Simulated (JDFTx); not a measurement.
Crystal: BAs.

```
As B
1.0
     0.00000    2.38850    2.38850
     2.38850    0.00000    2.38850
     2.38850    2.38850    0.00000
As B
1 1
Direct
  0.75000 0.75000 0.75000
  0.00000 0.00000 0.00000
```

Base run:

```yaml
Program: JDFTx 1.7.0 (patched build)
Functional: BLYP
Potentials_or_basis: PseudoDojo-SR-PBE-0.5-standard with smoothed tails
Cutoff: 1143 eV
Density_cutoff: 9143 eV
k_mesh: 10 × 10 × 10
Occupations: fermi-dirac, width 0.05 eV
Spin: no spin polarisation
```

Its results: band gap on the k mesh 1.43 eV, indirect (least direct gap 3.38 eV); pressure 8.0 GPa.

**Question.** The run is repeated on the same cell with these changes: functional from BLYP to PBE. What comes out?

**Answer.** Band gap on the k mesh 1.20 eV, indirect (least direct gap 3.29 eV); pressure 2.7 GPa.

PBE binds more tightly than BLYP, so the same cell stands under less pressure.

Caveats: the cores' own exchange energy is taken off the total, which shifts forces and pressure where cores overlap (some runs); the potentials were made for another functional, which shifts forces and pressure (some runs).

A k mesh can miss the band edges.
